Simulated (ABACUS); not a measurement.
# GaP (R-3m) in ABACUS: equation of state

Aim: energy against volume of GaP in PBE, for its equilibrium volume and stiffness.

Everything below comes from runs of ABACUS 3.10.1. Logs are shortened: lines on timing, memory, paths and dates and some standing lists are left out, and cuts for length are marked.

### 1 The crystal as given

It takes space group R-3m (No. 166, trigonal). The conventional cell has a = 3.886 Å, b = 3.886 Å, c = 19.292 Å, α = 90.00°, β = 90.00°, γ = 120.00°. Around Ga (site symmetry 3m) lie 3 P at 2.40 Å and 1 Ga at 2.49 Å. P (site symmetry 3m) has 1 P at 2.21 Å and 3 Ga at 2.40 Å as nearest neighbours.

Measurements of this composition are mostly on another form, of space group No. 216.

### 2 Equation of state, PBE, 19.76 Å³/atom (volume scaled by 0.94)

INPUT

```
INPUT_PARAMETERS
suffix              GaP
calculation         scf
basis_type          pw
pseudo_dir          ./
symmetry            1
dft_functional      pbe
ecutwfc             81
pseudo_rcut         10
nspin               1
nbands              22
ks_solver           dav
smearing_method     fd
smearing_sigma      0.00367493
scf_thr             1e-08
scf_nmax            100
mixing_type         broyden
mixing_beta         0.7
cal_force           1
cal_stress          1
kpar                4
```

STRU

```
ATOMIC_SPECIES
Ga 69.7230 Ga.upf
P 30.9738 P.upf

LATTICE_CONSTANT
1.8897261246

LATTICE_VECTORS
1.9033506749 1.0989000245 6.2995322420
-1.9033506749 1.0989000245 6.2995322420
0.0000000000 -2.1978000491 6.2995322420

ATOMIC_POSITIONS
Direct

Ga
0.0
2
0.5646280000 0.5646280000 0.5646280000 1 1 1
0.4353720000 0.4353720000 0.4353720000 1 1 1

P
0.0
2
0.9426110000 0.9426110000 0.9426110000 1 1 1
0.0573890000 0.0573890000 0.0573890000 1 1 1
```

KPT

```
K_POINTS
0
Gamma
8 8 8 0 0 0
```

Potentials or basis: PseudoDojo NC SR 0.4.1 PBE standard, plane waves.

Command:

```console
OMP_NUM_THREADS=1 mpirun -np 4 abacus > log
```

running log:

```text
ABACUS v3.10.1

               Atomic-orbital Based Ab-initio Computation at UStc

 ------------------------------------------------------------------------------------

 READING GENERAL INFORMATION
                           global_out_dir = OUT.GaP/
                           global_in_card = INPUT
                               pseudo_dir = ./
                              orbital_dir =
                                    DSIZE = 4
                                    GSIZE = 1

 READING UNITCELL INFORMATION
                                    ntype = 2
                  lattice constant (Bohr) = 1.88973
              lattice constant (Angstrom) = 1

 READING ATOM TYPE 1
                               atom label = Ga
                      L=0, number of zeta = 1
                      L=1, number of zeta = 1
                      L=2, number of zeta = 1
             number of atom for this type = 2

 READING ATOM TYPE 2
                               atom label = P
                      L=0, number of zeta = 1
                      L=1, number of zeta = 1
                      L=2, number of zeta = 1
             number of atom for this type = 2

                        TOTAL ATOM NUMBER = 4
DIRECT COORDINATES
    atom                   x                   y                   z     mag                  vx                  vy                  vz
taud_Ga1            0.5646280000        0.5646280000        0.5646280000  0.0000        0.0000000000        0.0000000000        0.0000000000
taud_Ga2            0.4353720000        0.4353720000        0.4353720000  0.0000        0.0000000000        0.0000000000        0.0000000000
taud_P1            0.9426110000        0.9426110000        0.9426110000  0.0000        0.0000000000        0.0000000000        0.0000000000
taud_P2            0.0573890000        0.0573890000        0.0573890000  0.0000        0.0000000000        0.0000000000        0.0000000000

                          Volume (Bohr^3) = 533.498
                             Volume (A^3) = 79.0562

 Lattice vectors: (Cartesian coordinate: in unit of a_0)
             +1.90335             +1.0989            +6.29953
             -1.90335             +1.0989            +6.29953
                   +0             -2.1978            +6.29953
 Reciprocal vectors: (Cartesian coordinate: in unit of 2 pi/a_0)
            +0.262695           +0.151667           +0.052914
            -0.262695           +0.151667           +0.052914
                   +0           -0.303334           +0.052914
 The esolver type has been set to : ksdft_pw

                PAO radial cut off (Bohr) = 10

 Read in pseudopotential file is Ga.upf
                     pseudopotential type = NC
          exchange-correlation functional = PBE
                 nonlocal core correction = 1
                        valence electrons = 13
                                     lmax = 2
                           number of zeta = 3
[... 206 lines left out ...]
 Init Non-Local PseudoPotential table :
 Init Non-Local-Pseudopotential done.

                                     npwx = 6582

 Make real space PAO into reciprocal space.
       max mesh points in Pseudopotential = 1001
     dq(describe PAO in reciprocal space) = 0.01
                                    max q = 1084

 number of pseudo atomic orbitals for Ga is 3
WARNING: norm of atomic wavefunction # 2 of atomic type Ga is 0.999997, renormalized
WARNING: norm of atomic wavefunction # 3 of atomic type Ga is 0.998668, renormalized

 number of pseudo atomic orbitals for P is 2
WARNING: norm of atomic wavefunction # 2 of atomic type P is 0.999977, renormalized

 -------------------------------------------
 SELF-CONSISTENT
 -------------------------------------------

                                 init_chg = atomic

 PW ALGORITHM --------------- ION=   1  ELEC=   1--------------------------------

 Notice: Threshold on eigenvalues was too large.
 hsover_error=0.36 > DRHO=0.105441
 Origin diag ethr = 0.01
 New diag ethr = 0.000292892

 Density error is 0.106305497367
                          Error Threshold = 0.000292892227853
----------------------------------------------------------
     Energy           Rydberg                 eV
----------------------------------------------------------
 E_KohnSham     -333.6577150278      -4539.6461060387
 E_Harris       -334.7840601575      -4554.9708177167
 E_Fermi        0.6104124647         8.3050876508
----------------------------------------------------------
[... 75 lines left out ...]
 Density error is 4.09926406788e-09
                          Error Threshold = 1.0557402847e-10
----------------------------------------------------------
     Energy           Rydberg                 eV
----------------------------------------------------------
 E_KohnSham     -333.6718161928      -4539.8379622313
 E_KS(sigma->0) -333.6718160382      -4539.8379601269
 E_Harris       -333.6711029052      -4539.8282574550
 E_band         -6.2538900864        -85.0885398404
 E_one_elec     -155.8120513060      -2119.9317148293
 E_Hartree      106.3033181844       1446.3308436154
 E_xc           -92.0872749656       -1252.9116528256
 E_Ewald        -192.0758077963      -2613.3254339831
 E_entropy(-TS) -0.0000003093        -0.0000042087
 E_descf        0.0000000000         0.0000000000
 E_exx          0.0000000000         0.0000000000
 E_Fermi        0.6392139785         8.6969523487
----------------------------------------------------------

 charge density convergence is achieved
 final etot is -4539.8379622 eV
 EFERMI = 8.6969523487 eV

 STATE ENERGY(eV) AND OCCUPATIONS    NSPIN == 1
 1/17 kpoint (Cartesian) = 0.0000 0.0000 0.0000 (6563 pws)
       1       -6.59992     0.00390625
       2       -6.45179     0.00390625
       3       -6.45179     0.00390625
       4       -6.43541     0.00390625
       5       -6.43541     0.00390625
       6       -6.37492     0.00390625
[... 134 lines left out ...]
      21        11.5405    4.69382e-27
      22        12.1880    1.11498e-32

[... levels at 11 further k points ...]

------------------------------------------------------------------------------------------
 TOTAL-FORCE (eV/Angstrom)
------------------------------------------------------------------------------------------
                       Ga1         0.0000000000         0.0000000000        -0.1229912957
                       Ga2         0.0000000000         0.0000000000         0.1229912957
                        P1         0.0000000000         0.0000000000        -0.2220605947
                        P2         0.0000000000         0.0000000000         0.2220605947
------------------------------------------------------------------------------------------

----------------------------------------------------------------
 TOTAL-STRESS (KBAR)
----------------------------------------------------------------
        48.8844051117        -0.0000000000         0.0000000000
         0.0000000000        48.8844051102         0.0000000003
         0.0000000000         0.0000000003        59.4574735227
----------------------------------------------------------------
 TOTAL-PRESSURE: 52.408761 KBAR

 --------------------------------------------
 !FINAL_ETOT_IS -4539.8379622312650099 eV
 --------------------------------------------
```

stdout:

```text
ABACUS v3.10.1

               Atomic-orbital Based Ab-initio Computation at UStc

%%%%%%%%%%%%%%%%%%%%%%%%%%%%%%%%%%%%%%%%%%%%%%%%%%%%%%%%%%%%%%%%%%%%%%%%%%%%%%%%%%%%%%%%%%%%%%%%%%%%%%%%%
 Warning: the number of valence electrons in pseudopotential > 3 for Ga: [Ar] 3d10 4s2 4p1
[... 34 lines left out ...]
 TOTAL-STRESS (KBAR)
----------------------------------------------------------------
        48.8844051117        -0.0000000000         0.0000000000
         0.0000000000        48.8844051102         0.0000000003
         0.0000000000         0.0000000003        59.4574735227
----------------------------------------------------------------
 TOTAL-PRESSURE: 52.408761 KBAR
```

Run time: 44 s. Hardware: 4 MPI ranks of AMD EPYC 9R45 (Zen 5), shared host; peak memory 0.88 GiB.

Results:

- Free energy: -4539.8380 eV
- Pressure: 5.2 GPa
- Largest force: 0.222 eV/Å
- Band gap on the k mesh: 0.81 eV, indirect (least direct gap 1.23 eV)

Caveat: there are fewer bands than atomic start orbitals, so a level may be missed at k points of high symmetry.

### 3 Equation of state, PBE, 20.18 Å³/atom (volume scaled by 0.96)

INPUT is that of step 2.

Changes to STRU since step 2:

```diff
@@ -8,5 +8,5 @@
 LATTICE_VECTORS
-1.9033506749 1.0989000245 6.2995322420
--1.9033506749 1.0989000245 6.2995322420
-0.0000000000 -2.1978000491 6.2995322420
+1.9167549946 1.1066390121 6.3438966068
+-1.9167549946 1.1066390121 6.3438966068
+0.0000000000 -2.2132780241 6.3438966068
```

KPT is that of step 2.

Potentials or basis: PseudoDojo NC SR 0.4.1 PBE standard, plane waves.

Command:

```console
OMP_NUM_THREADS=1 mpirun -np 4 abacus > log
```

Wall time 43 s (4 MPI ranks of AMD EPYC 9R45 (Zen 5), shared host); peak memory 0.88 GiB.

Results (log left out):

```
Free energy            : -4539.8830 eV
Pressure               : 3.3 GPa
Largest force          : 0.161 eV/Å
Band gap on the k mesh : 0.82 eV, indirect (least direct gap 1.19 eV)
```

Caveat: there are fewer bands than atomic start orbitals, so a level may be missed at k points of high symmetry.

[end of part 1 of 2]
